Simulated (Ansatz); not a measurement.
# PbSe: a sweep of LAPW's basis error target

The task here is to estimate one member of a computed series from the others.

Program: Ansatz 0.2.0. Level of theory: DFT, PBE, all-electron LAPW, scalar-relativistic. These are calculated values, not measurements.

1 further run of the same task is left out (set aside as unsound or not needed).

### The structure to begin with

The structure is cubic, space group Fm-3m (No. 225). The conventional cell has a = 6.216 Å, b = 6.216 Å, c = 6.216 Å, α = 90.00°, β = 90.00°, γ = 90.00°. Pb (site symmetry m-3m) is surrounded by 6 Se at 3.11 Å. Se (site symmetry m-3m) has 6 Pb at 3.11 Å as nearest neighbours.

As a file:

```cif
data_structure
_symmetry_space_group_name_H-M 'Fm-3m'
_symmetry_Int_Tables_number 225
_cell_length_a 6.2159
_cell_length_b 6.2159
_cell_length_c 6.2159
_cell_angle_alpha 90.000
_cell_angle_beta 90.000
_cell_angle_gamma 90.000
_cell_volume 240.17
loop_
_atom_site_label
_atom_site_type_symbol
_atom_site_symmetry_multiplicity
_atom_site_Wyckoff_symbol
_atom_site_fract_x
_atom_site_fract_y
_atom_site_fract_z
_atom_site_occupancy
Pb1 Pb 4 a 0.00000 0.00000 0.00000 1
Se1 Se 4 b 0.50000 0.00000 0.00000 1
```

The file gives the conventional cell by its symmetry; the runs use the cell typed in the input.

The cell was relaxed by PAW from a hypothetical start (rocksalt type); it needn't be the stable phase of this composition.

Atoms are numbered in the order of the input: Pb1, Se2.

Set-up of the first run:

The input, input.yaml:

```yaml
crystal:
  lattice:
    - [0.0, 3.107961269, 3.107961269]
    - [3.107961269, 0.0, 3.107961269]
    - [3.107961269, 3.107961269, 0.0]
  atoms:
    - { symbol: Pb, position: [0.0, 0.0, 0.0] }
    - { symbol: Se, position: [0.5, 0.5, 0.5] }
kpoints:
  mp_grid: { grid: [10, 10, 10] }
scf:
  occupations: { method: fermi_dirac, width: 0.03 }
hamiltonian:
  xc: pbe
  pseudopotentials: { kind: all_electron, lapw: { basis_error: 0.03 } }
output:
  forces: true
  stress: true
  eigenvalues: true
```

Run with:

```
$ ansatz run input.yaml --threads 1 --pin off --max-ram 2048MiB --backend cpu --events-out ev --progress --plain --runs-dir out
```

Among the steps run: With basis error target 0.03 eV/atom; With basis error target 0.01 eV/atom; With basis error target 0.003 eV/atom; With basis error target 0.0001 eV/atom.

One of the session's tables, all rows but one given; the rest of the session is left out.

```
basis error target (eV/atom)  pressure (GPa)
                        0.03            0.13
                        0.01               ?
                       0.003            0.06
                      0.0001            0.05
```

Estimate the missing values for basis error target (eV/atom) = 0.01.

Worked estimate for «pressure (GPa)». A straight line through the neighbours (0.03, 0.13) and (0.003, 0.06) gives 0.13 + (0.06 − 0.13) × (0.01 − 0.03) / (0.003 − 0.03) = 0.08; a parabola fitted to 3 rows on both sides gives 0.08.

**Answer.** pressure (GPa): 0.08. In «pressure (GPa)» the line misses by 0.00 and the parabola by 0.00.

Energies are those extrapolated to zero smearing.

To keep in mind: Spin-orbit coupling is left out, though the cell holds Pb; in elements this heavy it can shift bands and gaps by tenths of an eV.
